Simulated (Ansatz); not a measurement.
**Calculated 33S nuclear quadrupole resonance for SnS2**

Cell: an entry of the Crystallography Open Database (COD), ions relaxed with PBE at fixed cell.

```xyz
3
Lattice="3.6050 0.0000 0.0000 -1.8025 3.1220 0.0000 0.0000 0.0000 5.4600" Properties=species:S:1:pos:R:3 pbc="T T T"
Sn    0.0000    0.0000    0.0000
S     1.8025    1.0407    3.9787
S     0.0000    2.0813    1.4813
```

Atoms are numbered from 1 in the order listed; like atoms form one site, named after its first atom.

Method: Kohn–Sham DFT in Ansatz, PBE, plane waves and PAW, scalar-relativistic, 420 eV cutoff, Γ-centred 14×14×8 k-points, Fermi–Dirac smearing 0.02 eV.

33S: I = 3/2, Q = -69.40 mb (year-2017 value). Static lattice, zero field.

(1) Predict the zero-field 33S lines of each site.

Results:

(1) For I = 3/2 there is one line, ν = (|C_Q|/2)(1 + η²/3)^½.

| site | atoms | V_zz (10²¹ V/m²) | C_Q (MHz) | η | line frequencies (MHz) |
| --- | --- | --- | --- | --- | --- |
| S | 2, 3 | -3.40 | 5.71 | 0.00 | 2.85 |

An axis of threefold or higher order runs through S, so V_zz lies along it and η is zero.

At this cell the PBE pressure is 7 GPa, so with PBE the cell would grow if it were relaxed. Without spin–orbit coupling (the program notes it for Sn) the gradients can shift somewhat, as the gap is small.

The relaxation (5 steps) took 19 s of wall time (19 s of CPU time) and 0.56 GiB at its peak, on 1 thread of Intel Xeon 6975P-C (Granite Rapids) (x86_64; 16 cores open to the job, memory cap 3.0 GiB, no GPU), a shared host with a load of 0.6 a core.
